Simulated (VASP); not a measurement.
Write the native input for VASP 6.6.1 that does the following.

```
Task                   : single point
Functional             : PBE
Potentials or basis    : VASP PAW PBE potentials, release 64 (Ca_sv, Se)
Cutoff                 : 520 eV
k mesh                 : 6 × 6 × 6
Occupations            : gaussian, width 0.05 eV
Spin                   : no spin polarisation
Dipole correction      : no
Further INCAR settings : ALGO = Normal; EDIFF = 1e-07; NBANDS = 15
```

The structure of CaSe lies in POSCAR:

```
CaSe
1.0
    0.0000000000      3.5640000000      3.5640000000
    3.5640000000      0.0000000000      3.5640000000
    3.5640000000      3.5640000000      0.0000000000
Ca Se
1 1
Direct
    0.0000000000      0.0000000000      0.0000000000
    0.7500000000      0.7500000000      0.7500000000
```

The cell comes from a database or a generator and needn't be the stable form of this composition.

The cell isn't the ideal one: strain +0.080 along x and y, +0.080 along z, atoms carried along.

These files were run (other wordings do the same):

INCAR

```
PREC = Accurate
ENCUT = 520
EDIFF = 1E-7
ISMEAR = 0
SIGMA = 0.05
LREAL = False
LASPH = True
NELM = 100
ALGO = Normal
ISIF = 2
LWAVE = False
LCHARG = True
GGA = PE
LELF = True
LVHAR = True
NBANDS = 15
```

KPOINTS

```
regular mesh
0
Gamma
  6 6 6
```

Potentials or basis: VASP PAW PBE potentials, release 64 (Ca_sv, Se).

The run is started by

```bash
$ cat potpaw_PBE.64/Ca_sv/POTCAR potpaw_PBE.64/Se/POTCAR > POTCAR
$ mpirun -np 1 vasp_std > vasp.out
```

It gave:

* Pressure: -4.8 GPa
* Band gap on the k mesh: 2.48 eV, indirect (least direct gap 2.52 eV)

Run time: 14 s on 1 thread of Intel(R) Xeon(R) 6975P-C (Granite Rapids) (shared host), peak memory 0.24 GiB.
